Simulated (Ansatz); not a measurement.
WC, DFT, PBE, all-electron LAPW, scalar-relativistic (Ansatz 0.2.0), run on 1 thread of Intel(R) Xeon(R) 6975P-C (Granite Rapids) on a shared host.

The cell comes from COD entry 2102244, which wasn't checked; take it as a given geometry. The listed cell was then made from it by scaling, straining or moving an atom.

Command: `ansatz run input.yaml --threads 1 --pin off --max-ram 3072MiB --backend cpu --events-out ev --progress --plain --runs-dir out`

```yaml
crystal:
  lattice:
    - [2.8908006898, 0.0, 0.0]
    - [-1.4454003449, 2.5035068347, 0.0]
    - [0.0, 0.0, 2.8195383909]
  atoms:
    - { symbol: W, position: [0.0, 0.0, 0.0] }
    - { symbol: C, position: [0.6666666667, 0.3333333333, 0.5] }
kpoints:
  mp_grid: { grid: [13, 13, 12] }
  band_path:
    path:
      - [0.0, 0.0, 0.0]
      - [0.5, 0.0, 0.0]
      - [0.3333333333, 0.3333333333, 0.0]
      - [0.0, 0.0, 0.0]
      - [0.0, 0.0, 0.5]
      - [0.5, 0.0, 0.5]
      - [0.3333333333, 0.3333333333, 0.5]
      - [0.0, 0.0, 0.5]
      - [0.5, 0.0, 0.5]
    npoints: 5
scf:
  occupations: { method: fermi_dirac, width: 0.05 }
hamiltonian:
  xc: pbe
  pseudopotentials: { kind: all_electron, lapw: { basis_error: 0.001 } }
output:
  forces: true
  stress: true
  eigenvalues: true
```

(1) How large is the problem that the program sets up?

(2) About how long does it take, and how much memory does it use?

Results:

(1) 147 irreducible k-points, 315 plane waves at Γ, 30 bands.

(2) 34 s of wall time for 8 SCF iterations, with a peak of 0.51 GiB. Times on shared machines scatter by tens of per cent.
